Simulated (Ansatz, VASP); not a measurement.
**One calculation of KBr, two programs**

The input INCAR:

```
PREC = Accurate
ENCUT = 520
EDIFF = 1E-6
ISMEAR = -1
SIGMA = 0.01
LREAL = F
LASPH = T
NELM = 60
ALGO = Normal
ISIF = 2
LWAVE = F
LCHARG = T
LELF = T
LVHAR = T
NBANDS = 15
```

File KPOINTS:

```
Automatic mesh
0
Gamma
  6 6 6
```

POSCAR

```
KBr
1.0
    4.0702779195      0.0000000000      0.0000000000
    0.0000000000      4.0702779195      0.0000000000
    0.0000000000      0.0000000000      4.0702779195
K Br
1 1
Direct
    0.0000000000      0.0000000000      0.0000000000
    0.5000000000      0.5000000000      0.5000000000
```

Input for Ansatz:

```yaml
crystal:
  lattice:
    - [4.0702779195, 0.0, 0.0]
    - [0.0, 4.0702779195, 0.0]
    - [0.0, 0.0, 4.0702779195]
  atoms:
    - { symbol: K, position: [0.0, 0.0, 0.0] }
    - { symbol: Br, position: [0.5, 0.5, 0.5] }
kpoints:
  mp_grid: { grid: [6, 6, 6] }
scf:
  occupations: { method: fermi_dirac, width: 0.01 }
hamiltonian:
  xc: lda
  pseudopotentials: { kind: all_electron, lapw: { basis_error: 0.001 } }
output:
  forces: true
  stress: true
  eigenvalues: true
```

Change from the starting cell: volume scaled by 1.02.

Alike in both runs: task single point; functional LDA; k mesh 6 × 6 × 6; occupations fermi-dirac, width 0.01 eV; no spin polarisation.

|  | VASP | Ansatz |
| --- | --- | --- |
| version | VASP 6.6.1 | Ansatz 0.2.0 |
| potentials or method | VASP PAW LDA potentials, release 64 (K_sv, Br) | all-electron LAPW, scalar-relativistic |
| plane-wave cutoff (eV) | 520 | see its input |

|  | VASP | Ansatz | Ansatz less VASP |
| --- | --- | --- | --- |
| gap on the k mesh at the Fermi level (eV) | 3.43 | 3.42 | -0.009 |
| pressure (GPa) | -2.8 | -2.8 | -0.02 |

Ansatz ran all-electron here, so the differences hold the error of VASP's frozen core and of both bases.

A k mesh can miss the band edges.
